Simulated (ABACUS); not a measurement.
NiO:

```
Ni O
1.0
     0.00000    2.08590    2.08590
     2.08590    0.00000    2.08590
     2.08590    2.08590    0.00000
Ni O
1 1
Cartesian
  0.0000 0.0000 0.0000
  2.0859 2.0859 2.0859
```

Program: ABACUS 3.10.1. Alike in all runs: task single point; spin collinear, ferromagnetic start; cell as given; smearing fermi-dirac 0.05 eV.

Problem. Order these runs on this cell by their pressure, lowest first.
A. level BLYP; potentials or basis GBRV ultrasoft 1.5 PBE, plane waves; k mesh 9 × 9 × 9; cutoff (eV) 544; mesh quality not flagged
B. level rSCAN; potentials or basis SG15 ONCV 1.2 PBE, plane waves; k mesh 7 × 7 × 7; cutoff (eV) 1537; mesh quality not flagged
C. level TPSS; potentials or basis SG15 ONCV 1.2 PBE, plane waves; k mesh 7 × 7 × 7; cutoff (eV) 1537; mesh quality coarse

Solution. B (0.7 GPa), A (2.4 GPa), C (4.3 GPa).

Caveats: some runs use coarse meshes; the potentials were made for another functional, which shifts forces and pressure; a cell with one magnetic atom can't hold antiferromagnetic order, which such compounds often take (some runs).

Runs at the PBE level aren't shown here.
